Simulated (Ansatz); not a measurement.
P:

```
P
1.0
     1.64774   -5.46504    0.00000
     1.64774    5.46504    0.00000
     0.00000    0.00000    4.54364
P
4
Direct
  0.90414 0.09586 0.58882
  0.09586 0.90414 0.41118
  0.59586 0.40414 0.08882
  0.40414 0.59586 0.91118
```

Program: Ansatz 0.2.0. Alike in all runs: task single point; potentials or basis Ansatz PAW; no spin polarisation; cell as given; k mesh 5 × 5 × 4; cutoff (eV) 420; smearing fermi-dirac 0.05 eV.

Q: Order these runs on this cell by their band gap on the k mesh, lowest first.
A. level HSE06; share of exact exchange 0.25
B. level HSE06 form with a typed share of exact exchange; share of exact exchange 0.35
C. level HSE06 form with a typed share of exact exchange; share of exact exchange 0.1
D. level HSE06 form with a typed share of exact exchange; share of exact exchange 0
E. level HSE06 form with a typed share of exact exchange; share of exact exchange 0.5

A: D (0.44 eV), C (0.66 eV), A (1.02 eV), B (1.29 eV), E (1.72 eV).

Caveats: odd divisions of the mesh miss points on the zone boundary, where band edges often lie, so the gap on the mesh can be too wide.

A k mesh can miss the band edges.
